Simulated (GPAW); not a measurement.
The system is GaP.

```
Ga P
1.0
     0.00000    2.72525    2.72525
     2.72525    0.00000    2.72525
     2.72525    2.72525    0.00000
Ga P
1 1
Direct
  0.00000 0.00000 0.00000
  0.75000 0.75000 0.75000
```

Base run:

```yaml
Program: GPAW 26.7.0
Functional: LDA
Potentials_or_basis: the program's PAW data sets (release 1.2.1) made for this functional
Cutoff: 600 eV
Basis: pw
k_mesh: 8 × 8 × 8
Occupations: fermi-dirac, width 0.05 eV
Spin: no spin polarisation
```

Its results: band gap on the k mesh 1.51 eV, indirect (least direct gap 1.69 eV); pressure -0.8 GPa.

**Question.** The run is repeated on the same cell with these changes: potentials or basis from the program's PAW data sets (release 1.2.1) made for this functional to JTH PAW 2.0, LDA; valence electrons from 8 to 18. What comes out?

**Answer.** Band gap on the k mesh 1.50 eV, indirect (least direct gap 1.60 eV); pressure -2.9 GPa.

Caveats: the program truncates these outside data sets (some runs).

A k mesh can miss the band edges.

Not every run made on this cell is shown here.
